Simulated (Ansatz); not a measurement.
CsBr (CsCl type)

```yaml
crystal:
  lattice:
    - [8.77795, 0.00000, 0.00000]
    - [0.00000, 4.38897, 0.00000]
    - [0.00000, 0.00000, 4.38897]
  atoms:
    - { symbol: Cs, position: [0.00000, 0.00000, 0.00000] }
    - { symbol: Cs, position: [0.50000, 0.00000, 0.00000] }
    - { symbol: Br, position: [0.25000, 0.50000, 0.50000] }
    - { symbol: Br, position: [0.75000, 0.50000, 0.50000] }
```

Scan: atom 4 (Br, nearest neighbour Cs at 3.801 Å; its periodic images, 4.4 Å or more away, move with it) is displaced along Cartesian [110], direction (0.707, 0.707, 0.000) in Cartesian axes, by s. The other atoms stay.

Method: PBE (plane waves to 420 eV, PAW, scalar-relativistic; Ansatz, an electronic-structure program). k mesh 3×6×6 (Γ-centred), Fermi-Dirac smearing 0.05 eV. E stands for the smeared free energy. F⊥ is the part of the force across the line. CsBr was relaxed with its symmetry unable to fall. ΔE is measured from the undisplaced structure.

Question: Predict the ΔE (meV/cell) and |F⊥| (eV/Å) at s (Å) = -0.608, -0.456, 0.152, 0.304, 0.608, 0.760.

Answer: 
| s (Å) | ΔE (meV/cell) | |F⊥| (eV/Å) |
|---|---|---|
| -0.608 | 215 | 0.232 |
| -0.456 | 112 | 0.173 |
| 0.152 | 11 | 0.057 |
| 0.304 | 47 | 0.115 |
| 0.608 | 215 | 0.232 |
| 0.760 | 368 | 0.293 |

(For displaced atoms, the force is minus the slope of the energy, and its curvature is a force constant, which sets phonon frequencies.)
